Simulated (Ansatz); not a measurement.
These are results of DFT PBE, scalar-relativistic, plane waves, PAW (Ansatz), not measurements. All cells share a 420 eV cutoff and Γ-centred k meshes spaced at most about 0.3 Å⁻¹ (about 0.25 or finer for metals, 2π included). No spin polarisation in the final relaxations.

All energies are static (0 K, no zero-point motion). Lower structures may exist.

Problem. Order these relaxed structures of Al2Pt by energy, lowest first, with the energy over the lowest of them.
A.

```cif
data_structure
_symmetry_space_group_name_H-M 'P4mm'
_symmetry_Int_Tables_number 99
_cell_length_a 2.8882
_cell_length_b 2.8882
_cell_length_c 6.0242
_cell_angle_alpha 90.000
_cell_angle_beta 90.000
_cell_angle_gamma 90.000
_cell_volume 50.25
loop_
_atom_site_label
_atom_site_type_symbol
_atom_site_symmetry_multiplicity
_atom_site_Wyckoff_symbol
_atom_site_fract_x
_atom_site_fract_y
_atom_site_fract_z
_atom_site_occupancy
Al1 Al 1 a 0.00000 0.00000 0.73958 1
Al2 Al 1 b 0.50000 0.50000 0.07006 1
Pt1 Pt 1 b 0.50000 0.50000 0.48176 1
```

B.

```cif
data_structure
_symmetry_space_group_name_H-M 'Fm-3m'
_symmetry_Int_Tables_number 225
_cell_length_a 5.9462
_cell_length_b 5.9462
_cell_length_c 5.9462
_cell_angle_alpha 90.000
_cell_angle_beta 90.000
_cell_angle_gamma 90.000
_cell_volume 210.24
loop_
_atom_site_label
_atom_site_type_symbol
_atom_site_symmetry_multiplicity
_atom_site_Wyckoff_symbol
_atom_site_fract_x
_atom_site_fract_y
_atom_site_fract_z
_atom_site_occupancy
Al1 Al 8 c 0.25000 0.75000 0.75000 1
Pt1 Pt 4 a 0.00000 0.00000 0.00000 1
```

C.

```cif
data_structure
_symmetry_space_group_name_H-M 'P-62m'
_symmetry_Int_Tables_number 189
_cell_length_a 5.0133
_cell_length_b 5.0133
_cell_length_c 4.2366
_cell_angle_alpha 90.000
_cell_angle_beta 90.000
_cell_angle_gamma 120.000
_cell_volume 92.22
loop_
_atom_site_label
_atom_site_type_symbol
_atom_site_symmetry_multiplicity
_atom_site_Wyckoff_symbol
_atom_site_fract_x
_atom_site_fract_y
_atom_site_fract_z
_atom_site_occupancy
Al1 Al 3 g 0.35419 0.00000 0.50000 1
Al2 Al 1 a 0.00000 0.00000 0.00000 1
Pt1 Pt 2 c 0.33333 0.66667 0.00000 1
```

D.

```cif
data_structure
_symmetry_space_group_name_H-M 'P4/mbm'
_symmetry_Int_Tables_number 127
_cell_length_a 5.9583
_cell_length_b 5.9583
_cell_length_c 2.8367
_cell_angle_alpha 90.000
_cell_angle_beta 90.000
_cell_angle_gamma 90.000
_cell_volume 100.71
loop_
_atom_site_label
_atom_site_type_symbol
_atom_site_symmetry_multiplicity
_atom_site_Wyckoff_symbol
_atom_site_fract_x
_atom_site_fract_y
_atom_site_fract_z
_atom_site_occupancy
Al1 Al 4 h 0.66586 0.83414 0.50000 1
Pt1 Pt 2 a 0.00000 0.00000 0.00000 1
```

Solution. B (0 meV/atom), D (255 meV/atom), C (340 meV/atom), A (438 meV/atom). Forms: B fluorite type, Fm-3m; D P4/mbm; C Al and Pt ordered on hcp sites, P-62m; A P4mm. Counting all near atoms (those within 1.25 times the shortest distance at each site; a plus sign parts nearer from farther groups; a slash parts the counts of unlike sites): B has Al 4+6, Pt 8; D has Al 7+4, Pt 10; C has Al 12, Pt 12; A has Al 1+8/4+8, Pt 5+4.

These runs have no spin–orbit coupling, which can matter for Pt. The Fm-3m cell at 17.5 Å³/atom was relaxed from a cell as deposited in COD. Cells relaxed within their symmetry can be saddle points; a later kick test found a lower structure for Al2Pt P-62m. Some candidate types were left out of the draw beforehand, so a known form may be missing.
